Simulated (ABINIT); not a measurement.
Crystal: MoP.

```
Mo P
1.0
     3.22300    0.00000    0.00000
    -1.61150    2.79120    0.00000
     0.00000    0.00000    3.19100
Mo P
1 1
Direct
  0.00000 0.00000 0.00000
  0.33333 0.66667 0.50000
```

Base run:

* Program: ABINIT 10.8.3 (patched build)
* Functional: PBE
* Potentials or basis: SG15 NC PBE v1.2
* Cutoff: 816 eV
* k mesh: 10 × 10 × 8
* Occupations: fermi-dirac, width 0.05 eV
* Spin: no spin polarisation

Its results: band gap on the k mesh none (metal or under the smearing width); pressure 2.3 GPa.

Task: The run is repeated on the same cell with these changes: potentials or basis from SG15 NC PBE v1.2 to PseudoDojo NC SR PBE v0.5 standard; cutoff from 816 eV to 1088 eV. What comes out?

Result: Band gap on the k mesh none (metal or under the smearing width); pressure 2.7 GPa.
